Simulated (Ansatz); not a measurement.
# Te2Mo: the cost of one run

Program: Ansatz 0.2.0. Level of theory: DFT LDA, scalar-relativistic, plane waves, PAW. These are calculated values, not measurements.

## (1) The starting structure

Symmetry: P-6m2, No. 187, hexagonal system. Conventional cell: a = 3.560 Å, b = 3.560 Å, c = 17.524 Å, α = 90.00°, β = 90.00°, γ = 120.00°. Te (site symmetry 3m) has 3 Mo at 2.73 Å as nearest neighbours. Mo (site symmetry -6m2) has 6 Te at 2.73 Å as nearest neighbours.

Structure file:

```
CELL_PARAMETERS angstrom
3.56023 0.00000 0.00000
-1.78012 3.08325 0.00000
0.00000 0.00000 17.52406
ATOMIC_POSITIONS crystal
Te 0.33333 0.66667 0.89786
Te 0.33333 0.66667 0.10214
Mo 0.00000 0.00000 0.00000
```

The structure comes from the Materials Project (structure only).

(A quick probe on a coarse mesh, which set the mesh and smearing, is not shown.)

## (3) Full relaxation

Input file input.yaml:

```yaml
crystal:
  lattice:
    - [3.560232814, 0.0, 0.0]
    - [-1.780116407, 3.0832520603, 0.0]
    - [0.0, 0.0, 17.52405782]
  atoms:
    - { symbol: Te, position: [0.33333333, 0.66666667, 0.89785545] }
    - { symbol: Te, position: [0.33333333, 0.66666667, 0.10214455] }
    - { symbol: Mo, position: [0.0, 0.0, 0.0] }
basis:
  ecutwfc: 420
kpoints:
  mp_grid: { grid: [12, 12, 2] }
hamiltonian:
  xc: lda
scf:
  occupations: { method: gaussian, width: 0.02 }
output:
  forces: true
  stress: true
  eigenvalues: true
relax:
  adjacent_minimum: "off"
  f_tol: 0.005
  max_steps: 80
  cell: { stress_tol: 0.05 }
```

Launch:

```
$ ansatz run input.yaml --threads 1 --pin off --max-ram 2560MiB --backend cpu --events-out ev --progress --plain --runs-dir out
```

What time and memory should one allow on 1 thread of Intel Xeon at 2.50GHz (Skylake/Cascade Lake), shared host?

About 3.6 min, with a peak of 0.5 GiB.
